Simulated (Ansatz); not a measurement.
input.yaml (Ansatz)

```yaml
crystal:
  lattice:
    - [2.6980490178, 0.0, 0.0]
    - [-1.3490245089, 2.3365789901, 0.0]
    - [0.0, 0.0, 9.5051714]
  atoms:
    - { symbol: V, position: [1.0, 1.0, 1.0] }
    - { symbol: V, position: [1.0, 1.0, 0.5] }
    - { symbol: V, position: [0.3333333333, 0.6666666667, 0.25] }
    - { symbol: V, position: [0.6666666667, 0.3333333333, 0.75] }
hamiltonian:
  xc: pbe
  pseudopotentials:
    kind: paw
    azcp:
      V: "pseudopotentials/V.paw.azcp"
basis:
  ecutwfc: 420
  fft_grid_basis: typed
kpoints:
  mp_grid: { grid: [15, 15, 4], shift: [0, 0, 0] }
magnetization:
  spin_polarized: false
scf:
  occupations: { method: fermi_dirac, width: 0.1 }
  lower_state_search: "off"
output:
  stress: true
  write_density: true
  write_potential: true
  elf: true
  volumetric_format: npy
```

Terminal output

```
Engine: ansatz 0.2.0, x86_64-unknown-linux-gnu
Pseudopotentials: kind: paw
Pseudopotential: V, paw, valence charge 13, recommended cutoff 420 eV (normal) 
Functional definition: PBE
  parameter kappa = 0.804
  parameter beta = 0.06672455060314922
  exchange = pbe_x(kappa = kappa, mu = beta*pi^2/3)
  correlation = pbe_c(beta = beta)
Crystal: 4 atoms, lattice volume = 59.923 Å³
Basis set: ecut = 420 eV, 1201 PW (Γ)
Bands: 32, of which v1, the nominal top of the filled ones, is band 26 counted from 1 (25 counted from 0)
Symmetry: 24 space group operations
Space group: P63/mmc (ITA 194), of the structure as read, at distance tolerance 3.9e-5 Å
k-points: 81 of 900
Non-local potential: V, projectors of the file, l = 0: 3, l = 1: 2, l = 2: 3, l = 3: 1
PAW form: soft (Blöchl's): semilocal exchange-correlation on the pseudo side does not see the compensation charge
PAW one-centre angular grid: V, 590 points (default); XC on 64 Gauss nodes
Initial density: superposition of atomic densities (neutral atoms: chi_scale 0, normalization atom), corrected by the library's trained network
Initial wavefunctions: pseudopotential atomic-orbital guess
Functional: x = pbe(κ = 0.804, μ = 0.2195149727645171), c = pbe(β = 0.06672455060314922)
SCF iter   1: F=—  HF=-11648.638908 eV  |F-HF|=—  |Δ(HF+E_count)|=         —  Δρ=8.81e-3  dr2=8.98e-2  ethr=1.77e-3  ⟨swp⟩=3.8  Hψ=17348  notcnv=0
automatic band count: the SCF goes on with 38 bands, as 32 were too few: the levels above may hold too much charge
SCF iter   2: F=—  HF=-11648.638351 eV  |F-HF|=—  |Δ(HF+E_count)|=   5.57e-4  Δρ=7.76e-3  dr2=7.32e-2  ethr=1.73e-4  ⟨swp⟩=1.0  Hψ=3726  notcnv=0
SCF iter   3: F=—  HF=-11648.635787 eV  |F-HF|=—  |Δ(HF+E_count)|=   2.56e-3  Δρ=2.26e-3  dr2=6.44e-3  ethr=1.41e-4  ⟨swp⟩=1.0  Hψ=3072  notcnv=0
SCF iter   4: F=—  HF=-11648.635487 eV  |F-HF|=—  |Δ(HF+E_count)|=   3.01e-4  Δρ=4.13e-4  dr2=1.05e-4  ethr=1.24e-5  ⟨swp⟩=1.0  Hψ=3074  notcnv=0
SCF iter   5: F=—  HF=-11648.635475 eV  |F-HF|=—  |Δ(HF+E_count)|=   1.19e-5  Δρ=1.02e-4  dr2=1.54e-5  ethr=2.01e-7  ⟨swp⟩=2.1  Hψ=3996  notcnv=0
SCF iter   6: F=—  HF=-11648.635467 eV  |F-HF|=—  |Δ(HF+E_count)|=   8.18e-6  Δρ=2.56e-5  dr2=2.17e-7  ethr=2.96e-8  ⟨swp⟩=1.0  Hψ=3072  notcnv=0
SCF iter   7: F=-11648.635467 eV  HF=-11648.635467 eV  |F-HF|=5.19e-9  |Δ(HF+E_count)|=   3.55e-8  Δρ=7.35e-6  dr2=2.26e-8  ethr=1.92e-10  ⟨swp⟩=6.4  Hψ=13706  notcnv=0
SCF 1 converged in 7 iterations: F = -11648.635467 eV  dr2 = 2.26e-8
SCF converged after 7 iterations
Free energy (F): -11648.635467 eV
Harris-Foulkes:  -11648.635467 eV  (|F-HF|=5.19e-9)
Internal energy: -11648.397690 eV  (E = F + TS)
E sigma→0 (E₀):  -11648.516578 eV
Entropy (-TS):   -0.237777 eV (-59.444 meV/atom)
Fermi energy:    14.877274 eV
--- Per-component energies (eV) ---
  E_band       = -679.677246
  E_kinetic    = 1335.013036
  E_local      = -3884.090748  (includes V_loc(G=0)·N_el)
  E_nonlocal   = -182.990377
  E_hartree    = 1748.204952
  E_xc         = -518.206425
  E_vxc        = -656.585325  (∫ρ·V_xc dr)
  E_paw        = -4448.831388  (= ΣΔE_a)
  E_vpaw       = -787.438501  (= ΣTr[D̂ρ^β])
  E_aug_tail   = 0.001050  (compensation charges beyond the density's cutoff)
  E_ewald      = -5697.497790
  E_smearing   = -0.237777  (= −TS)
  E_closure    = 0.000000  (closes the sum)
  Σ components = -11648.635467   (vs F -11648.635467, Δ=0.00e0)
--- Stress (GPa, compression-positive) ---
      -11.368850      -0.000000       0.000000
        0.000000     -11.368850       0.000000
        0.000000       0.000000     -11.606732
  P = ⅓ Tr σ = -11.4481 GPa (-114.481 kbar)
--- Band table (eV; the first three rows and the last of 81) ---
  k-point 0: bands = ["-49.2130", "-49.1852", "-49.1448", "-49.1166", "-23.2545", "-23.0018", "-22.9858", "-22.7258", "-22.6782", "-22.6782", "-22.6663", "-22.6663", "-22.6178", "-22.6178", "-22.6058", "-22.6058", "8.2503", "9.9784", "9.9793", "11.6861", "14.0792", "14.0808", "14.5601", "14.8090", "15.1170", "15.1170", "15.1681", "15.1681", "15.3534", "15.3534", "15.4135", "15.4135", "16.5398", "16.5398", "16.9384", "16.9384", "17.1080", "17.1080"]
  k-point 1: bands = ["-49.2101", "-49.1913", "-49.1387", "-49.1196", "-23.2349", "-23.0947", "-22.8919", "-22.7465", "-22.6767", "-22.6767", "-22.6684", "-22.6684", "-22.6157", "-22.6157", "-22.6073", "-22.6073", "8.3719", "9.2834", "10.7000", "11.5960", "14.0607", "14.2190", "14.5126", "14.6139", "15.1351", "15.1351", "15.1779", "15.1779", "15.3388", "15.3388", "15.3884", "15.3884", "16.5854", "16.5854", "16.8385", "16.8385", "17.2203", "17.2203"]
  k-point 2: bands = ["-49.2019", "-49.2019", "-49.1279", "-49.1279", "-23.1790", "-23.1790", "-22.8050", "-22.8050", "-22.6729", "-22.6729", "-22.6729", "-22.6729", "-22.6113", "-22.6113", "-22.6113", "-22.6113", "8.7268", "8.7268", "11.2787", "11.2787", "14.2561", "14.2561", "14.3853", "14.3853", "15.1716", "15.1716", "15.1716", "15.1716", "15.3426", "15.3426", "15.3426", "15.3426", "16.6988", "16.6988", "16.6988", "16.6988", "17.3821", "17.3821"]
  k-point 80: bands = ["-49.0647", "-49.0647", "-49.0240", "-49.0240", "-23.1483", "-23.1483", "-23.0927", "-23.0927", "-23.0922", "-23.0922", "-23.0258", "-23.0258", "-22.8464", "-22.8464", "-22.8386", "-22.8386", "13.1209", "13.1209", "13.4346", "13.4346", "13.4349", "13.4349", "13.4569", "13.4569", "14.3838", "14.3838", "14.4335", "14.4335", "15.7128", "15.7128", "16.2961", "16.2961", "17.3061", "17.3061", "17.4550", "17.4550", "21.6888", "21.6888"]
```

Launched by

```sh
ansatz run input.yaml --threads 1 --pin off --max-ram 3584MiB --backend cpu --events-out ev --progress --plain --runs-dir out
```

On 1 thread of Intel(R) Xeon(R) Platinum 8259CL CPU @ 2.50GHz (Skylake/Cascade Lake) (shared host) this took about 17 s of wall time and 17 s of CPU time.
